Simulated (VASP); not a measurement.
# Mg (Fm-3m) in VASP: a series of runs, part 2 of 2

VASP 6.6.1. Earlier steps stand in the parts before.

## 4. Single point, r2SCAN

This run uses another cell than the first one, of 26.89 Å³/atom, 1.185 times its volume.

Contents of POSCAR:

```
Mg
1.0
    2.9959991071      0.0000000000      0.0000000000
    0.0000000000      2.9959991071      0.0000000000
    0.0000000000      0.0000000000      2.9959991071
Mg
1
Direct
    0.0000000000      0.0000000000      0.0000000000
```

Contents of INCAR.step1:

```
SYSTEM = Mg
PREC     = Accurate       ! precision mode
ENCUT    = 520            ! plane-wave cutoff, eV
ISMEAR   = -1             ! smearing method
SIGMA    = 0.1            ! smearing width, eV
LREAL    = .FALSE.        ! projectors in reciprocal space
LASPH    = .TRUE.         ! aspherical terms in the spheres
NELM     = 100            ! most SCF steps
NBANDS   = 7              ! bands
GGA      = PE             ! functional
ALGO     = Normal         ! electronic algorithm
EDIFF    = 1E-4           ! SCF threshold, eV
LWAVE    = .TRUE.         ! write WAVECAR
LCHARG   = .FALSE.        ! write CHGCAR
```

Contents of INCAR.step2:

```
SYSTEM = Mg
PREC     = Accurate       ! precision mode
ENCUT    = 520            ! plane-wave cutoff, eV
EDIFF    = 1E-6           ! SCF threshold, eV
ISMEAR   = -1             ! smearing method
SIGMA    = 0.1            ! smearing width, eV
LREAL    = .FALSE.        ! projectors in reciprocal space
LASPH    = .TRUE.         ! aspherical terms in the spheres
NELM     = 100            ! most SCF steps
ALGO     = Normal         ! electronic algorithm
ISIF     = 2              ! what is computed and relaxed
LWAVE    = .FALSE.        ! write WAVECAR
LCHARG   = .FALSE.        ! write CHGCAR
METAGGA  = R2SCAN         ! meta-GGA
LMIXTAU  = .TRUE.       
NBANDS   = 7              ! bands
ISTART   = 1
```

Contents of KPOINTS:

```
regular mesh
0
G
  7 7 7
  0 0 0
```

Launch:

```sh
> cat potpaw_PBE.64/Mg/POTCAR > POTCAR
> cp INCAR.step1 INCAR
> mpirun -np 1 vasp_std > vasp.out
> cp INCAR.step2 INCAR
> mpirun -np 1 vasp_std > vasp.out
```

Wall time 15 s (1 thread of Intel Xeon Platinum 8488C (Sapphire Rapids), shared host); peak memory 0.13 GiB.

Results (log left out):

```
Free energy            : -3.6739 eV
Pressure               : -0.1 GPa
Band gap on the k mesh : none (metal or under the smearing width)
```

Levels at points of the mesh, in eV from the Fermi level:
```csv
k point,band 1,band 2,band 3,band 4
"(0.00, 0.00, 0.00)",-6.65,8.86,8.86,10.52
```

Caveat: the PAW data sets were made with another functional, which shifts forces and pressure a little.

## 5. Relaxation of cell and atoms, r2SCAN

This run uses another cell than the first one, of 26.89 Å³/atom, 1.185 times its volume.

POSCAR is that of step 4.

Contents of INCAR.step1:

```
PREC     = Accurate       # precision mode
ENCUT    = 600            # plane-wave cutoff, eV
ISMEAR   = -1             # smearing method
SIGMA    = 0.1            # smearing width, eV
LREAL    = False          # projectors in reciprocal space
LASPH    = True           # aspherical terms in the spheres
NELM     = 100            # most SCF steps
GGA      = PE             # functional
ALGO     = Normal         # electronic algorithm
EDIFF    = 1E-4           # SCF threshold, eV
LWAVE    = True           # write WAVECAR
LCHARG   = False          # write CHGCAR
```

Contents of INCAR.step2:

```
PREC     = Accurate       # precision mode
ENCUT    = 600            # plane-wave cutoff, eV
EDIFF    = 1E-7           # SCF threshold, eV
ISMEAR   = -1             # smearing method
SIGMA    = 0.1            # smearing width, eV
LREAL    = False          # projectors in reciprocal space
LASPH    = True           # aspherical terms in the spheres
NELM     = 100            # most SCF steps
ALGO     = Normal         # electronic algorithm
ISIF     = 3              # what is computed and relaxed
LWAVE    = False          # write WAVECAR
LCHARG   = False          # write CHGCAR
METAGGA  = R2SCAN         # meta-GGA
LMIXTAU  = True         
IBRION   = 2              # ionic algorithm
NSW      = 80             # ionic steps
EDIFFG   = -0.02          # ionic threshold
ISTART   = 1
```

Contents of KPOINTS:

```
Automatic mesh
0
Gamma
  7 7 7
```

Potentials or basis: VASP PAW PBE potentials, release 64 (Mg).

Launch:

```sh
> cat potpaw_PBE.64/Mg/POTCAR > POTCAR
> cp INCAR.step1 INCAR
> mpirun -np 1 vasp_std > vasp.out
> cp INCAR.step2 INCAR
> mpirun -np 1 vasp_std > vasp.out
```

OUTCAR:

```text
PREC = Accurate
   ENCUT = 600
   EDIFF = 1E-7
   ISMEAR = -1
   LREAL = False
   LASPH = True
   NELM = 100
   ISIF = 3
   METAGGA = R2SCAN
   IBRION = 2
   NSW = 80
   EDIFFG = -0.02
   ISTART = 1

 ion  position               nearest neighbor table
   1  0.000  0.000  0.000-

  LATTYP: Found a simple cubic cell.
 ALAT       =     2.9959991071

  Lattice vectors:

 A1 = (   2.9959991071,   0.0000000000,   0.0000000000)
 A2 = (   0.0000000000,   2.9959991071,   0.0000000000)
 A3 = (   0.0000000000,   0.0000000000,   2.9959991071)

Analysis of symmetry for initial positions (statically):
=====================================================================
 Subroutine PRICEL returns:
 Original cell was already a primitive cell.

 Routine SETGRP: Setting up the symmetry group for a
 simple cubic supercell.

 Subroutine GETGRP returns: Found 48 space group operations
 (whereof 48 operations were pure point group operations)
 out of a pool of 48 trial point group operations.

The static configuration has the point symmetry O_h .

Analysis of symmetry for dynamics (positions and initial velocities):
=====================================================================
 Subroutine PRICEL returns:
 Original cell was already a primitive cell.

 Routine SETGRP: Setting up the symmetry group for a
 simple cubic supercell.

 Subroutine GETGRP returns: Found 48 space group operations
 (whereof 48 operations were pure point group operations)
 out of a pool of 48 trial point group operations.

The dynamic configuration has the point symmetry O_h .

 Subroutine INISYM returns: Found 48 space group operations
 (whereof 48 operations are pure point group operations),
 and found     1 'primitive' translations

----------------------------------------------------------------------------------------

                                     Primitive cell

  volume of cell :      26.8921

  direct lattice vectors                    reciprocal lattice vectors
     2.995999107  0.000000000  0.000000000     0.333778471  0.000000000  0.000000000
     0.000000000  2.995999107  0.000000000     0.000000000  0.333778471  0.000000000
     0.000000000  0.000000000  2.995999107     0.000000000  0.000000000  0.333778471

  length of vectors
     2.995999107  2.995999107  2.995999107     0.333778471  0.333778471  0.333778471

  position of ions in fractional coordinates (direct lattice)
     0.000000000  0.000000000  0.000000000

  ion indices of the primitive-cell ions
   primitive index   ion index
                 1           1

----------------------------------------------------------------------------------------

 KPOINTS: Automatic mesh

Automatic generation of k-mesh.
 Grid dimensions read from file:
 generate k-points for:    7    7    7

 Generating k-lattice:

  Cartesian coordinates                     Fractional coordinates (reciprocal lattice)
     0.047682639  0.000000000  0.000000000     0.142857143  0.000000000  0.000000000
     0.000000000  0.047682639  0.000000000     0.000000000  0.142857143  0.000000000
     0.000000000  0.000000000  0.047682639     0.000000000  0.000000000  0.142857143

  Length of vectors
     0.047682639  0.047682639  0.047682639

  Shift w.r.t. Gamma in fractional coordinates (k-lattice)
     0.000000000  0.000000000  0.000000000

 Subroutine IBZKPT returns following result:
 ===========================================

 Found     20 irreducible k-points:

 Following reciprocal coordinates:
            Coordinates               Weight
  0.000000  0.000000  0.000000      1.000000
  0.142857  0.000000  0.000000      6.000000
  0.285714  0.000000  0.000000      6.000000
  0.428571  0.000000  0.000000      6.000000
  0.142857  0.142857  0.000000     12.000000
  0.285714  0.142857  0.000000     24.000000
[... 12 lines left out ...]
  0.428571  0.428571  0.285714     24.000000
  0.428571  0.428571  0.428571      8.000000
   k-points           NKPTS =     20   k-points in BZ     NKDIM =     20   number of bands    NBANDS=      5
   number of dos      NEDOS =    301   number of ions     NIONS =      1
   total plane-waves  NPLWV =  13824
   dimension x,y,z NGX =    24 NGY =   24 NGZ =   24
   dimension x,y,z NGXF=    48 NGYF=   48 NGZF=   48
   ions per type =               1
   NGX,Y,Z   is equivalent  to a cutoff of  13.32, 13.32, 13.32 a.u.
   NGXF,Y,Z  is equivalent  to a cutoff of  26.63, 26.63, 26.63 a.u.
 SYSTEM =  unknown system
   PREC   = accura    normal or accurate (medium, high low for compatibility)
   ISTART =      1    job   : 0-new  1-cont  2-samecut
   ICHARG =      0    charge: 1-file 2-atom 10-const
   ISPIN  =      1    spin polarized calculation?
   LNONCOLLINEAR =      F non collinear calculations
   LSORBIT =      F    spin-orbit coupling
   LASPH  =      T    aspherical Exc in radial PAW
   ENCUT  =  600.0 eV  44.10 Ry    6.64 a.u.   5.98  5.98  5.98*2*pi/ulx,y,z
   NELM   =    100;   NELMIN=  2; NELMDL=  0     # of ELM steps
   EDIFF  = 0.1E-06   stopping-criterion for ELM
   LREAL  =      F    real-space projection
   EDIFFG = -.2E-01   stopping-criterion for IOM
   NSW    =     80    number of steps for IOM
   IBRION =      2    ionic relax: 0-MD 1-quasi-New 2-CG
   NFREE  =      1    steps in history (QN), initial steepest desc. (CG)
   ISIF   =      3    stress and relaxation
   ISYM   =      2    0-nonsym 1-usesym 2-fastsym
   POTIM  = 0.5000    time-step for ionic-motion
   TEBEG  =    0.0;   TEEND  =   0.0 temperature during run
   PSTRESS=    0.0 pullay stress
   NELECT =       2.0000    total number of electrons
   NUPDOWN=      -1.0000    fix difference up-down
   EMIN   =  10.00;   EMAX   =-10.00  energy-range for DOS
   EFERMI =   0.00;   METHOD = LEGACY
   ISMEAR =    -1;   SIGMA  =   0.10  broadening in eV -4-tet -1-fermi 0-gaus
   EFERMI_NEDOS =   21; number of points for ismear=-14 and -15
   IALGO  =     38    algorithm
   IMIX   =      4    mixing-type and parameters
     AMIX     =   0.40;   BMIX     =  1.00
     AMIX_MAG =   1.60;   BMIX_MAG =  1.00
  volume/ion in A,a.u.               =      26.89       181.48
  Fermi-wavevector in a.u.,A,eV,Ry     =   0.688456  1.300994  6.448785  0.473972
  Thomas-Fermi vector in A             =   1.769262
   LORBIT       =      0    0 simple, 1 ext, 2 COOP (PROOUT), +10 PAW based schemes
   METAGGA = R2SCAN    functional components
   LHFCALC =     F    Hartree Fock is set to
   AEXX    =    0.0000 exact exchange contribution
   IVDW    =     0    specifies the selected vdW correction
   LEPSILON=     F    determine dielectric tensor
   LRPA    =     F    only Hartree local field effects (RPA)
 conjugate gradient relaxation of ions
 non-spin polarized calculation
  energy-cutoff  :      600.00
  volume of cell :       26.89
 maximum number of plane-waves:       916
 NGX is ok and might be reduce to    24
   NGX = 11   NGY = 11   NGZ = 11

 number of electron       2.0000000 magnetization

 Free energy of the ion-electron system (eV)
  ---------------------------------------------------
  ext. energy  EPLUGINS =         0.00000000
  ---------------------------------------------------
  free energy    TOTEN  =        -3.67405877 eV

  energy without entropy =       -3.65796058  energy(sigma->0) =       -3.66600968

 E-fermi :   1.7281     XC(G=0):  -8.5451

 val. band max:        1.5157501542   @ k =   0.4286   0.1429   0.1429
 cond. band min:       1.8464583804   @ k =   0.4286   0.4286   0.1429
 fundamental gap:      0.3307082262
 Fermi energy:         1.7280590676

 k-point     1 :       0.0000    0.0000    0.0000
  band No.  band energies     occupation
      1      -4.9190      2.00000
      2      10.5872      0.00000
      3      10.5872      0.00000
      4      12.2468      0.00000
      5      12.2468      0.00000

 k-point     2 :       0.1429    0.0000    0.0000
  band No.  band energies     occupation
      1      -4.5514      2.00000
      2       7.4921      0.00000
      3      10.9098      0.00000
      4      12.5545      0.00000
      5      12.5545      0.00000
[... 137 lines left out ...]
 k-point    20 :       0.4286    0.4286    0.4286
  band No.  band energies     occupation
      1       4.5202      0.00000
      2       6.3177      0.00000
      3       6.3177      0.00000
      4       8.4002      0.00000
      5       8.9241      0.00000

------------------------ aborting loop because EDIFF is reached ----------------------------------------

  FORCE on cell =-STRESS in cart. coord.  units (eV):
  Direction    XX          YY          ZZ          XY          YZ          ZX
  --------------------------------------------------------------------------------------
  -------------------------------------------------------------------------------------
  Total       -0.0169855     -0.0169855     -0.0169855      0.0000000      0.0000000      0.0000000
  in kB       -1.0119604     -1.0119604     -1.0119604      0.0000000      0.0000000      0.0000000
  external PRESSURE =      -1.0119604 kB  Pullay stress =       0.0000000 kB

 VOLUME and BASIS-vectors are now :
 -----------------------------------------------------------------------------
  energy-cutoff  :      600.00
  volume of cell :       26.89
      direct lattice vectors                 reciprocal lattice vectors
     2.995999107  0.000000000  0.000000000     0.333778471  0.000000000  0.000000000
     0.000000000  2.995999107  0.000000000     0.000000000  0.333778471  0.000000000
     0.000000000  0.000000000  2.995999107     0.000000000  0.000000000  0.333778471

 POSITION                                       TOTAL-FORCE (eV/Angst)
 -----------------------------------------------------------------------------------
      0.00000      0.00000      0.00000         0.000000      0.000000      0.000000
 -----------------------------------------------------------------------------------
    total drift:                               -0.000000     -0.000000      0.000000

  FREE ENERGIE OF THE ION-ELECTRON SYSTEM (eV)
  ---------------------------------------------------
  free  energy   TOTEN  =        -3.6740587743 eV

  energy  without entropy=       -3.6579605781  energy(sigma->0) =       -3.66600968

 reached required accuracy - stopping structural energy minimisation
```

Run time: 13 s. Hardware: 1 thread of Intel Xeon Platinum 8488C (Sapphire Rapids), shared host; peak memory 0.13 GiB.

What came out:

```yaml
Free_energy: -3.6741 eV
Pressure_after_relaxing: -0.1 GPa
Band_gap_on_the_k_mesh: none (metal or under the smearing width)
```

Final structure:
```
Mg
1.0
     2.99600    0.00000    0.00000
     0.00000    2.99600    0.00000
     0.00000    0.00000    2.99600
Mg
1
Direct
  0.00000 0.00000 0.00000
```

Caveat: the relaxation stopped at its first step, so nothing moved; the PAW data sets were made with another functional, which shifts forces and pressure a little.

## 6. Summary

| task | cell | k mesh | cutoff (eV) | gap on the mesh (eV) | pressure (GPa) |
| --- | --- | --- | --- | --- | --- |
| single point | Fm-3m, 22.69 Å³/atom | 9 × 9 × 9 | 520 | none | -0.3 |
| relaxation of cell and atoms | relaxed | 9 × 9 × 9 | 600 | none | -0.1 |
| single point | Pm-3m, 26.89 Å³/atom | 7 × 7 × 7 | 520 | none | -0.1 |
| relaxation of cell and atoms | relaxed | 7 × 7 × 7 | 600 | none | -0.1 |

Alike in all rows: level r2SCAN; potentials or basis VASP PAW PBE potentials, release 64 (Mg); no spin polarisation; smearing fermi-dirac 0.1 eV.

Caveats: the PAW data sets were made with another functional, which shifts forces and pressure a little; the relaxation stopped at its first step, so nothing moved (some runs).

Absolute energies hang on the potentials; compare differences alone.
